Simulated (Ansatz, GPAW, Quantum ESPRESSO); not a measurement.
# SrCl2: valence-band photoemission, part 2 of 2

Wanted: projected DOS of SrCl2, weighted into photoemission and X-ray emission spectra, at several levels of theory.

Ansatz 0.2.0, Quantum ESPRESSO 7.5 and GPAW 26.7.0; DFT, PBEsol, plane-wave PAW, default files, scalar-relativistic (the session's first sound run).

So far. Step 2 (The base run): At this level the gap is 5.14 eV on the path.

## 4. Another volume

This step: DFT, PBEsol, plane-wave PAW, default files, scalar-relativistic (Ansatz 0.2.0).

A changed volume shows how band widths and levels follow the bond length.

The cell differs from the one that the last finished run ended in (a 4.933 → 5.061 Å, b 4.933 → 5.061 Å, c 4.933 → 5.061 Å).

Input file input.yaml:

```yaml
crystal:
  lattice:
    - [0.0, 3.5789967562, 3.5789967562]
    - [3.5789967562, 0.0, 3.5789967562]
    - [3.5789967562, 3.5789967562, 0.0]
  atoms:
    - { symbol: Sr, position: [0.0, 0.0, 0.0] }
    - { symbol: Cl, position: [0.75, 0.75, 0.75] }
    - { symbol: Cl, position: [0.25, 0.25, 0.25] }
kpoints:
  mp_grid: { grid: [6, 6, 6] }
  band_path:
    path:
      - [[0.0, 0.0, 0.0], [0.5, 0.0, 0.5], [0.625, 0.25, 0.625]]
      - [[0.375, 0.375, 0.75], [0.0, 0.0, 0.0], [0.5, 0.5, 0.5], [0.5, 0.25, 0.75], [0.5, 0.0, 0.5]]
    npoints: 15
scf:
  occupations: { method: fermi_dirac, width: 0.02 }
  n_extra_bands: 10
hamiltonian:
  xc: pbesol
  pseudopotentials: { kind: paw }
output:
  forces: true
  stress: true
  dos:
    projected: true
    de: 0.05
    e_range: [-28, 12]
    nscf_kmesh: { grid: [12, 12, 12] }
  fatbands: true
```

The run is started by

```bash
ansatz run input.yaml --threads 4 --pin off --max-ram 8192MiB --backend cpu --events-out ev --progress --plain --runs-dir out
```

Run time: 3 s. Hardware: 4 threads of Arm Neoverse V2, shared host; peak memory 0.36 GiB.

This step gave:

| Property | Result |
| --- | --- |
| free energy | -5621.2657 eV |
| Fermi energy | 4.775 eV |
| pressure | -3.185 GPa |
| gap on the k-mesh | 4.866 eV |
| share of occupied states in no projected shell | 0.0086 of the occupied states in the window |
| gap on the path | 4.866 eV |
| least direct gap on the path | 5.177 eV |

The electronic bands at the labelled points (eV, zero at the valence-band maximum; v1 is the highest filled band, c1 the lowest empty one):

```tsv
point	v4	v3	v2	v1	c1	c2	c3
Γ	-1.91	-0.31	-0.31	-0.31	4.87	6.00	6.00
0.47 of the way	-1.47	-1.17	-0.30	-0.30	5.84	6.27	6.45
X	-1.73	-0.35	-0.35	0.00	5.40	6.73	7.35
0.53 of the way	-1.69	-0.43	-0.39	-0.03	5.55	6.75	7.27
U	-1.58	-0.63	-0.49	-0.10	5.82	6.82	7.09
jump to K	-1.58	-0.63	-0.49	-0.10	5.82	6.82	7.09
0.47 of the way	-1.29	-1.24	-0.93	-0.27	6.19	6.44	6.50
Γ	-1.91	-0.31	-0.31	-0.31	4.87	6.00	6.00
0.47 of the way	-1.63	-0.80	-0.55	-0.55	5.87	6.30	6.30
L	-1.39	-1.21	-0.96	-0.96	6.55	6.55	7.15
0.47 of the way	-1.27	-1.05	-0.54	-0.52	6.20	6.71	7.07
W	-1.11	-1.11	-0.27	-0.09	6.08	6.78	6.91
0.47 of the way	-1.53	-0.62	-0.31	-0.04	5.69	6.77	7.14
X	-1.73	-0.35	-0.35	0.00	5.40	6.73	7.35
```

Of the projections kept (Sr s, Cl s, Cl p, not projected), the largest for each band there; the rest of the weight can lie on other orbitals:

```tsv
point	v4	v3	v2	v1	c1	c2	c3
Γ	Cl p 0.97	Cl p 0.99	Cl p 0.99	Cl p 0.99	Sr s 0.80	not projected 1.00	not projected 1.00
X	Cl p 0.98	Cl p 0.98	Cl p 0.98	Cl p 1.00	not projected 0.98	not projected 1.00	not projected 1.00
U	Cl p 0.98	Cl p 0.97	Cl p 0.98	Cl p 0.99	not projected 0.98	not projected 1.00	not projected 1.00
K	Cl p 0.98	Cl p 0.97	Cl p 0.98	Cl p 0.99	not projected 0.98	not projected 1.00	not projected 1.00
Γ	Cl p 0.97	Cl p 0.99	Cl p 0.99	Cl p 0.99	Sr s 0.80	not projected 1.00	not projected 1.00
L	Cl p 0.96	Cl p 0.98	Cl p 0.98	Cl p 0.98	not projected 1.00	not projected 1.00	not projected 0.85
```

Maxima picked by a test of local sharpness, so broad peaks and shoulders can be missing; peaks within 0.45 eV of a curve's cut are left out. Valence peaks, by row:

```tsv
photon energy (eV)	binding energy (eV)	height (% of the maximum within 13 eV)	main shell	its share (%)
21.2	1.642	97.77	Cl 3p	98.91
21.2	0.5417	100	Cl 3p	99.1
40.8	15.04	332.6	Sr 4p	97.72
40.8	12.69	100	Cl 3s	69.19
40.8	1.642	40.74	Cl 3p	84.75
40.8	0.5917	40.09	Cl 3p	88.17
1487	15.04	159.2	Sr 4p	94.13
1487	12.64	100	Cl 3s	85.95
1487	1.642	57.68	Cl 3p	94.84
1487	0.5917	57.84	Cl 3p	96.82
5415	15.04	130.2	Sr 4p	92.74
5415	12.59	100	Cl 3s	88.79
5415	1.642	16.1	Cl 3p	81.54
5415	0.5917	14.91	Cl 3p	90.15
```

Spectra as before, but with a recipe of its own (widths, and in some runs the light), which changes peak heights and what is resolved: Gaussian 0.6 eV, Lorentzian 0.2 eV plus 0.08 times the binding energy, linear light, analyser at 0°, Fermi edge at 300 K; some photon energies differ too.

Side by side:

```tsv
quantity	this run	base run	difference
gap on the path (eV)	4.866	5.1429	-0.277
least direct gap on the path (eV)	5.1771	5.3625	-0.185
gap on the k-mesh (eV)	4.8660	5.1429	-0.277
```

The two runs differ clearly in the gap on the path: 4.87 eV against 5.14 eV.

## 5. The same cell in Quantum ESPRESSO

This step: DFT, PBEsol, plane waves, ultrasoft GBRV pseudopotentials, scalar-relativistic (Quantum ESPRESSO 7.5).

The main run's cell is run in Quantum ESPRESSO, with other potentials, to see which digits hang on the program.

Input file scf.in:

```
&control
  calculation = 'scf'
  prefix = 'pes'
  outdir = './tmp'
  pseudo_dir = './pp'
  tprnfor = .true.
  tstress = .true.
/
&system
  ibrav = 0
  nat = 3
  ntyp = 2
  ecutwfc = 40.0
  ecutrho = 200.0
  occupations = 'smearing'
  nbnd = 22
  smearing = 'fd'
  degauss = 0.00147
/
&electrons
  conv_thr = 3e-09
  mixing_beta = 0.5
  electron_maxstep = 120
/
ATOMIC_SPECIES
Sr 87.6200 sr_pbesol_v1.uspp.F.UPF
Cl 35.4500 cl_pbesol_v1.4.uspp.F.UPF
CELL_PARAMETERS angstrom
 0.000000000 3.488350000 3.488350000
 3.488350000 0.000000000 3.488350000
 3.488350000 3.488350000 0.000000000
ATOMIC_POSITIONS crystal
Sr 0.000000000 0.000000000 0.000000000
Cl 0.750000000 0.750000000 0.750000000
Cl 0.250000000 0.250000000 0.250000000
K_POINTS automatic
6 6 6 0 0 0
```

The run is started by

```bash
OMP_NUM_THREADS=1 mpirun -n 4 pw.x -nk 4 -in scf.in > scf.out
```

It took 4.7 s on 4 MPI ranks; 19 s of CPU time.

This step gave:

```yaml
free_energy: -1864.2490 eV
fermi_energy: 5.125 eV
pressure: -1.085 GPa
gap_on_the_k_mesh: 5.144 eV
```

At this level the gap is 5.14 eV on the k-mesh of the self-consistent run, which can miss the band edges.

## 6. Quantum ESPRESSO: denser mesh

The levels for the density of states are solved on the fixed potential, without another SCF cycle.

nscf.in, as its differences from scf.in of step 5:

```diff
@@ -1,3 +1,3 @@
 &control
-  calculation = 'scf'
+  calculation = 'nscf'
   prefix = 'pes'
@@ -5,4 +5,3 @@
   pseudo_dir = './pp'
-  tprnfor = .true.
-  tstress = .true.
+  verbosity = 'high'
 /
@@ -23,2 +22,3 @@
   electron_maxstep = 120
+  diago_full_acc = .true.
 /
@@ -36,2 +36,2 @@
 K_POINTS automatic
-6 6 6 0 0 0
+10 10 10 0 0 0
```

The run is started by

```bash
OMP_NUM_THREADS=1 mpirun -n 4 pw.x -nk 4 -in nscf.in > nscf.out
```

Wall time 12 s (4 MPI ranks).

Numbers from this step:

```yaml
fermi_energy: 5.158 eV
```

## 7. Projected DOS and spectra

projwfc.x splits the states by atom and shell, which the spectra need, since each shell has its own cross section.

Input file projwfc.in:

```
&projwfc
  prefix = 'pes'
  outdir = './tmp'
  filpdos = 'pes'
  ngauss = 0
  degauss = 0.00735
  DeltaE = 0.05
  Emin = -22.84
  Emax = 17.16
/
```

The run is started by

```bash
OMP_NUM_THREADS=1 mpirun -n 4 projwfc.x -nk 4 -in projwfc.in > projwfc.out
```

The job ended after 1.2 s (4 MPI ranks; 4.5 s of CPU time).

This step gave:

| Item | Value |
| --- | --- |
| gap from the DOS mesh | 5.144 eV |
| share of occupied states in no projected shell | 0.0015 of the occupied states in the window |

The DOS has structure finer than the step of the table below, so its rows give means over 1 eV, whole bins alone (the curve runs from -16.9 to 10.9 eV). Peaks (eV: height): total -14.9: 17.9, -12.6: 10.8, -2.1: 8.91, -0.4: 8.00; Cl 3p -2.1: 7.39, -0.4: 7.62; Cl 3s -12.6: 8.27; Sr 4d -2.1: 0.964, 6.1: 3.27, 7.2: 3.9, 8.0: 3.58; Sr 5p -12.6: 1.80, 9.1: 0.624, 9.6: 1.09, 10.8: 1.82.

Table of DOS by E, zero at the valence-band maximum; means over each step; values in states/eV/cell:

```tsv
E (eV)	total	Cl 3p	Cl 3s	Sr 4d	Sr 5p	Sr 5s	Sr 4p
-16	0	0	0	0	0	0	0
-15	6.00	0.0565	0.206	0.0610	0.128	0.0214	5.52
-14	0.00215	2.3e-5	4.5e-5	7.1e-6	4.8e-5	1.3e-5	0.00202
-13	3.39	0.00147	2.55	0.245	0.502	0.0837	3.1e-4
-12	0.615	1.2e-4	0.481	0.0312	0.100	0.00102	0
-11	0	0	0	0	0	0	0
-10	0	0	0	0	0	0	0
-9	0	0	0	0	0	0	0
-8	0	0	0	0	0	0	0
-7	0	0	0	0	0	0	0
-6	0	0	0	0	0	0	0
-5	0	0	0	0	0	0	0
-4	0	0	0	0	0	0	0
-3	0.350	0.273	7.0e-4	0.0397	0.00275	0.0331	0
-2	5.13	4.30	0.0226	0.487	0.183	0.131	0
-1	4.24	3.87	0.0300	0.188	0.104	0.0331	0
0	2.28	2.18	0.00448	0.0669	0.0194	0.00209	0
1	0	0	0	0	0	0	0
2	0	0	0	0	0	0	0
3	0	0	0	0	0	0	0
4	0	0	0	0	0	0	0
5	0.0740	0.00377	0.00584	0.0348	0.00231	0.0251	0
6	2.42	0.141	0.0670	1.75	0.138	0.180	0
7	3.93	0.0876	0.293	2.87	0.343	0.104	0
8	3.87	0.335	0.126	2.29	0.347	0.365	0
9	2.68	0.317	0.0655	0.830	0.394	0.666	0
10	1.86	0.151	0.0366	0.389	0.614	0.137	0
```

## 8. Quantum ESPRESSO: bands

The bands are solved at chosen points on the fixed potential.

bands.in, as its differences from nscf.in of step 6:

```diff
@@ -1,3 +1,3 @@
 &control
-  calculation = 'nscf'
+  calculation = 'bands'
   prefix = 'pes'
@@ -35,3 +35,12 @@
 Cl 0.250000000 0.250000000 0.250000000
-K_POINTS automatic
-10 10 10 0 0 0
+K_POINTS crystal
+92
+ 0.00000000 0.00000000 0.00000000 1
+ 0.03333333 0.00000000 0.03333333 1
+ 0.06666667 0.00000000 0.06666667 1
+ 0.10000000 0.00000000 0.10000000 1
+ 0.13333333 0.00000000 0.13333333 1
+ 0.16666667 0.00000000 0.16666667 1
+ ! [... 84 more points ...]
+ 0.50000000 0.01666667 0.51666667 1
+ 0.50000000 0.00000000 0.50000000 1
```

The run is started by

```bash
OMP_NUM_THREADS=1 mpirun -n 4 pw.x -nk 4 -in bands.in > bands.out
```

Elapsed: 22 s, on 4 MPI ranks; 87 s of CPU time.

This step gave:

| Property | Result |
| --- | --- |
| gap on the path | 5.144 eV |
| least direct gap on the path | 5.367 eV |
| valence top on path | -2.00e-4 eV |

Electronic bands along the path, in eV, zero at the valence-band maximum; v1 is the highest filled band, c1 the lowest empty one:

```tsv
point	v4	v3	v2	v1	c1	c2	c3
Γ	-2.16	-0.34	-0.34	-0.34	5.14	5.98	5.98
0.47 of the way	-1.64	-1.33	-0.33	-0.33	5.95	6.48	6.51
X	-1.91	-0.41	-0.41	0.00	5.37	6.94	7.55
0.53 of the way	-1.86	-0.50	-0.44	-0.03	5.53	6.96	7.45
U	-1.75	-0.72	-0.54	-0.11	5.83	7.03	7.25
jump to K	-1.75	-0.72	-0.54	-0.11	5.83	7.03	7.25
0.47 of the way	-1.43	-1.39	-1.05	-0.30	6.24	6.60	6.66
Γ	-2.16	-0.34	-0.34	-0.34	5.14	5.98	5.98
0.53 of the way	-1.75	-1.00	-0.69	-0.69	6.38	6.42	6.42
L	-1.53	-1.34	-1.06	-1.06	6.62	6.62	7.44
0.53 of the way	-1.40	-1.18	-0.51	-0.51	6.19	6.84	7.29
W	-1.23	-1.23	-0.32	-0.10	6.11	6.91	7.12
0.53 of the way	-1.74	-0.64	-0.37	-0.04	5.62	6.97	7.37
X	-1.91	-0.41	-0.41	0.00	5.37	6.94	7.55
```

The path shows an indirect gap of 5.14 eV (valence top at X, conduction bottom at Γ). The least direct gap is 5.37 eV.

## 9. The same cell in GPAW

This step: DFT, PBEsol, PAW datasets of GPAW, plane waves, scalar-relativistic (GPAW 26.7.0).

GPAW, with its own PAW datasets and plane waves, is a further check on the main run's cell.

Input file run.py:

```python
import json
import numpy as np
from ase import Atoms
from ase.parallel import paropen
from gpaw import GPAW, PW, FermiDirac, Mixer, MixerDif, setup_paths

setup_paths.insert(0, '.')
atoms = Atoms(['Sr', 'Cl', 'Cl'],
              cell=[[0.0, 3.48835, 3.48835], [3.48835, 0.0, 3.48835], [3.48835, 3.48835, 0.0]],
              scaled_positions=[[0.0, 0.0, 0.0], [0.75, 0.75, 0.75], [0.25, 0.25, 0.25]],
              pbc=(True, True, True))
params = dict(mode=PW(420),
              xc='PBEsol',
              kpts={'size': (6, 6, 6), 'gamma': True},
              occupations=FermiDirac(0.02),
              nbands=-10,
              maxiter=200,
              txt='gs.txt')
atoms.calc = calc = GPAW(**params)
atoms.get_potential_energy()
ef = calc.get_fermi_level()
nk, ns = len(calc.get_ibz_k_points()), calc.get_number_of_spins()
out = dict(free=atoms.get_potential_energy(force_consistent=True), ef=ef, nel=calc.get_number_of_electrons(), cell=atoms.cell[:], frac=atoms.get_scaled_positions(wrap=False),
           eig=[[calc.get_eigenvalues(k, s) for k in range(nk)] for s in range(ns)], forces=atoms.get_forces(apply_constraint=False))
dense = calc.fixed_density(kpts={'size': (10, 10, 10), 'gamma': True}, txt='dos.txt')
out['eig_dense'] = [[dense.get_eigenvalues(k, s) for k in range(len(dense.get_ibz_k_points()))] for s in range(ns)]
dos = dense.dos(shift_fermi_level=False)
e = ef + np.arange(-28, 12, 0.05)
out['e'], out['dos'] = e - ef, dos.raw_dos(e, width=0.1)
kpts = [[0.0, 0.0, 0.0], [0.033333, 0.0, 0.033333], [0.066667, 0.0, 0.066667], [0.1, 0.0, 0.1], ..., [0.5, 0.0, 0.5]]  # list cut here
bands = calc.fixed_density(kpts=kpts, symmetry='off', txt='bands.txt', convergence={'bands': -2})
out['band_e'] = [[bands.get_eigenvalues(k, s) for k in range(len(kpts))] for s in range(ns)]
with paropen('out.json', 'w') as f:
    json.dump(out, f, default=lambda a: a.tolist())
```

The run is started by

```bash
gpaw-setup -f PBEsol Sr > setup.log
gpaw-setup -f PBEsol Cl > setup.log
OMP_NUM_THREADS=1 mpirun -n 4 gpaw python run.py > run.log
```

Elapsed: 31 s, on 4 MPI ranks; 2.1 min of CPU time.

Numbers from this step:

| Item | Value |
| --- | --- |
| free energy | -13.27 eV |
| Fermi energy | 3.747 eV |
| gap on the path | 5.148 eV |
| least direct gap on the path | 5.375 eV |
| valence top on path | 0 eV |
| gap from the DOS mesh | 5.148 eV |

Electronic bands along the path, in eV, zero at the valence-band maximum; v1 is the highest filled band, c1 the lowest empty one:

```tsv
point	v4	v3	v2	v1	c1	c2	c3
Γ	-2.15	-0.34	-0.34	-0.34	5.15	6.00	6.00
0.47 of the way	-1.64	-1.32	-0.33	-0.33	5.96	6.49	6.51
X	-1.91	-0.40	-0.40	0.00	5.38	6.95	7.56
0.53 of the way	-1.86	-0.50	-0.44	-0.03	5.54	6.97	7.46
U	-1.75	-0.72	-0.54	-0.11	5.84	7.03	7.26
jump to K	-1.75	-0.72	-0.54	-0.11	5.84	7.03	7.26
0.47 of the way	-1.43	-1.38	-1.04	-0.29	6.25	6.61	6.67
Γ	-2.15	-0.34	-0.34	-0.34	5.15	6.00	6.00
0.53 of the way	-1.75	-1.00	-0.69	-0.69	6.38	6.43	6.43
L	-1.53	-1.34	-1.07	-1.07	6.63	6.63	7.45
0.53 of the way	-1.40	-1.18	-0.51	-0.51	6.19	6.85	7.30
W	-1.23	-1.23	-0.31	-0.10	6.12	6.92	7.13
0.53 of the way	-1.74	-0.63	-0.37	-0.04	5.62	6.98	7.38
X	-1.91	-0.40	-0.40	0.00	5.38	6.95	7.56
```

The DOS has structure finer than the step of the table below, so its rows give means over 0.5 eV, whole bins alone (the curve runs from -16.4 to 7.94 eV). Peaks (eV: height): -14.86: 17.3, -12.56: 11.6, -2.06: 8.98, -0.36: 8.44, 7.24: 5.70.

DOS against E, zero at the valence-band maximum; means over each step:

E (eV), DOS (states/eV/cell) and a bar:
```
    -16.0        0.0 
    -15.5        0.0 
    -15.0        9.8 ##############################
    -14.5        2.1 ######
    -14.0        0.0 
    -13.5        0.0 
    -13.0        2.1 ######
    -12.5        5.9 ##################
    -12.0        0.0 
    -11.5        0.0 
    -11.0        0.0 
    -10.5        0.0 
    -10.0        0.0 
     -9.5        0.0 
     -9.0        0.0 
     -8.5        0.0 
     -8.0        0.0 
     -7.5        0.0 
     -7.0        0.0 
     -6.5        0.0 
     -6.0        0.0 
     -5.5        0.0 
     -5.0        0.0 
     -4.5        0.0 
     -4.0        0.0 
     -3.5        0.0 
     -3.0        0.1 
     -2.5        1.7 #####
     -2.0        6.7 ####################
     -1.5        4.1 #############
     -1.0        4.1 ############
     -0.5        6.2 ###################
      0.0        1.1 ###
      0.5        0.0 
      1.0        0.0 
      1.5        0.0 
      2.0        0.0 
      2.5        0.0 
      3.0        0.0 
      3.5        0.0 
      4.0        0.0 
      4.5        0.0 
      5.0        0.0 
      5.5        0.5 ##
      6.0        2.8 #########
      6.5        3.1 #########
      7.0        4.4 ##############
      7.5        3.2 ##########
```

## 10. Other settings: kpoints.mp_grid.grid = [8, 8, 8]

This step: DFT, PBEsol, plane-wave PAW, default files, scalar-relativistic; changed: kpoints.mp_grid.grid = [8, 8, 8] (Ansatz 0.2.0).

Some settings are changed to see whether the read-outs move.

input.yaml, the sections that differ from step 4:

```yaml
crystal:
  lattice:
    - [0.0, 3.48835, 3.48835]
    - [3.48835, 0.0, 3.48835]
    - [3.48835, 3.48835, 0.0]
  atoms:
    - { symbol: Sr, position: [0.0, 0.0, 0.0] }
    - { symbol: Cl, position: [0.75, 0.75, 0.75] }
    - { symbol: Cl, position: [0.25, 0.25, 0.25] }
kpoints:
  mp_grid: { grid: [8, 8, 8] }
output:
  forces: true
  stress: true
  dos:
    projected: true
    de: 0.05
    e_range: [-28, 12]
    nscf_kmesh: { grid: [12, 12, 12] }
# scf, hamiltonian: as in step 4
```

The run is started by

```bash
ansatz run input.yaml --threads 4 --pin off --max-ram 8192MiB --backend cpu --events-out ev --progress --plain --runs-dir out
```

Elapsed: 2 s, on 4 threads; peak memory 0.37 GiB; 7.2 s of CPU time.

This step gave:

```
free energy                                    : -5621.3591 eV
Fermi energy                                   : 5.612 eV
pressure                                       : -1.057 GPa
gap on the k-mesh                              : 5.143 eV
share of occupied states in no projected shell : 0.0089 of the occupied states in the window
```

The DOS has structure finer than the step of the table below, so its rows give means over 1 eV, whole bins alone (the curve runs from -16.6 to 11.2 eV). Peaks (eV: height): total -15.0: 15.4, -14.8: 26.7, -12.5: 14.3, -2.0: 9.78; Cl 3p -2.0: 9.36, -0.4: 8.93; Cl 3s -15.0: 1.68, -12.5: 13.0; Sr 5p -12.5: 1.25; Sr 5s -12.8: 0.394, 7.0: 0.459, 8.7: 1.23, 9.7: 0.515.

Table of DOS by E, zero at the valence-band maximum; means over each step; values in states/eV/cell:

```tsv
E (eV)	total	Cl 3p	Cl 3s	Sr 5p	Sr 5s	Sr 4p
-16	0	0	0	0	0	0
-15	6.00	0.0650	0.270	0	0.0285	5.63
-14	0	0	0	0	0	0
-13	3.48	0.00435	3.08	0.258	0.133	0
-12	0.516	6.4e-4	0.471	0.0419	0.00162	0
-11	0	0	0	0	0	0
-10	0	0	0	0	0	0
-9	0	0	0	0	0	0
-8	0	0	0	0	0	0
-7	0	0	0	0	0	0
-6	0	0	0	0	0	0
-5	0	0	0	0	0	0
-4	0	0	0	0	0	0
-3	0.328	0.285	8.2e-4	4.5e-4	0.0396	0
-2	5.23	4.94	0.0179	0.0345	0.141	0
-1	4.17	4.03	0.0132	0.0201	0.0336	0
0	2.27	2.23	0.00133	0.00505	0.00239	0
1	0	0	0	0	0	0
2	0	0	0	0	0	0
3	0	0	0	0	0	0
4	0	0	0	0	0	0
5	0.0524	5.0e-4	0.00370	2.6e-5	0.0144	0
6	2.44	0.0273	0.0372	0.00113	0.191	0
7	3.94	0.0455	0.0440	0.00157	0.347	0
8	3.86	0.115	0.0221	6.8e-4	0.227	0
9	2.73	0.138	0.0253	8.4e-4	0.649	0
10	1.73	0.0312	0.00145	1.5e-4	0.0855	0
```

Side by side:

```tsv
quantity	this run	base run	difference
gap on the k-mesh (eV)	5.1429	5.1429	-4.1e-6
```

The gap on the k-mesh moves by 0.00 eV at most against the base run, and the converged energy is the same to the last digits.

## 11. One cell, several programs

Same cell, functional and SCF mesh; potentials, basis and cutoffs are each program's own. Levels count from each run's own zero.

```tsv
quantity	Ansatz	QE	GPAW
gap on the path (eV)	5.14	5.14	5.15
```

## 12. Outcome

```yaml
least_gap_on_the_mesh_and_the_path: 5.14 eV
strongest_listed_peak_within_13_ev_of_the_zero_at_1486p7_ev: 12.7 eV binding, mostly Cl 3s
strongest_listed_peak_within_13_ev_of_the_zero_at_21p2_ev: 0.4 eV binding, mostly Cl 3p
pbesol_3p5_s_on_4_threads: gap 5.14 eV, highest Al Kα peak within 13 eV at 12.7 eV (Cl 3s)
spin_orbit_33_s_on_4_threads: gap 5.14 eV, highest Al Kα peak within 13 eV at 12.7 eV (Cl 3s)
volume_x_1p08_3_s_on_4_threads: gap 4.87 eV, highest Al Kα peak within 13 eV at 12.6 eV (Cl 3s)
qe: gap 5.14 eV, highest Al Kα peak within 13 eV at 12.6 eV (Cl 3s)
other_settings_2_s_on_4_threads: gap 5.14 eV, highest Al Kα peak within 13 eV at 12.7 eV (Cl 3s)
```

SrCl2 is an insulator or semiconductor at the base level (gap 5.14 eV), and its valence spectrum changes with photon energy as the shells' cross sections do. At 21.2 eV the valence spectrum has its highest listed peaks within 10.8 eV at 0.4 eV (Cl 3p) and 2.0 eV (Cl 3p). At 1486.7 eV the valence spectrum has its highest listed peaks within 13 eV at 0.4 eV (Cl 3p), 2.0 eV (Cl 3p) and 12.7 eV (Cl 3s), and the deeper Sr 4p line at 14.9 eV is higher still (without the spin–orbit splitting that a measurement shows). The shell named is the one with most of the intensity, cross sections included, not always the one with most states there. In the main run, from 1486.7 eV towards hard X-rays the Cl 3s share grows by 14 points, as its cross section falls more slowly with photon energy than those of the shells it gains on. With spin-orbit coupling on, the gap on the path stays within 0.02 eV. With volume scaled by 1.08, the gap on the path moves from 5.14 to 4.87 eV. The plane-wave programs agree on the gap on the path to 0.01 eV. At 21.2 eV the area is led by Cl 3p (100 %), at 8047.8 eV by Sr 4p (52 %), a shell that the model's window at 21.2 eV leaves out. Kohn–Sham levels aren't quasiparticle energies, so peak positions are approximate. Each run has its own recipe for the spectra (widths, photon energies, in some runs the light), so peak heights and places can differ between runs for that reason too. Semilocal Kohn–Sham gaps are too small as a rule.

[Logs are printed without paths, hosts, clocks, repeated set-up lines and the standing remarks that a program may print on its own settings, such as how far it seeks lower states.]

[Hosts, paths, dates, database ids (printed as entryN), source tags and the programs' standing remarks are cut or masked in the printed files.]

[Maps of the electrostatic potential energy from Ansatz leave out the sawtooth potential of an applied field or a dipole correction, so their vacuum need not be flat; work functions include it.]

[Peak lists hold at most the 14 tallest peaks of each spectrum; further lines can be left out.]
